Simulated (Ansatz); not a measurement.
# Ga: the cost of one run

Method: DFT PBE, scalar-relativistic, plane waves, PAW, in Ansatz 0.2.0.

### 1 The starting structure

Symmetry: Fm-3m, No. 225, cubic system. Conventional cell: a = 4.320 Å, b = 4.320 Å, c = 4.320 Å, α = 90.00°, β = 90.00°, γ = 90.00°. Ga (site symmetry m-3m) is surrounded by 12 Ga at 3.05 Å.

Coordinates:

```cif
data_structure
_symmetry_space_group_name_H-M 'Fm-3m'
_symmetry_Int_Tables_number 225
_cell_length_a 4.3202
_cell_length_b 4.3202
_cell_length_c 4.3202
_cell_angle_alpha 90.000
_cell_angle_beta 90.000
_cell_angle_gamma 90.000
_cell_volume 80.64
loop_
_atom_site_label
_atom_site_type_symbol
_atom_site_symmetry_multiplicity
_atom_site_Wyckoff_symbol
_atom_site_fract_x
_atom_site_fract_y
_atom_site_fract_z
_atom_site_occupancy
Ga1 Ga 4 a 0.00000 0.00000 0.00000 1
```

This is candidate A: fcc type (Fm-3m, No. 225).

(A quick probe on a coarse mesh, which set the mesh and smearing, is not shown.)

### 3 Relaxing cell and atoms (candidate A)

input.yaml

```yaml
crystal:
  lattice:
    - [0.0, 2.1601210908, 2.1601210908]
    - [2.1601210908, 0.0, 2.1601210908]
    - [2.1601210908, 2.1601210908, 0.0]
  atoms:
    - { symbol: Ga, position: [0.0, 0.0, 0.0] }
basis:
  ecutwfc: 420
kpoints:
  mp_grid: { grid: [16, 16, 16] }
hamiltonian:
  xc: pbe
scf:
  occupations: { method: gaussian, width: 0.1 }
output:
  forces: true
  stress: true
  eigenvalues: true
relax:
  adjacent_minimum: "off"
  f_tol: 0.01
  max_steps: 80
  cell: { stress_tol: 0.05 }
```

**Question.** How long does this run take on 1 thread of an x86-64 CPU, shared host, and how much memory does it need?

About 3.7 s, with a peak of 0.39 GiB.
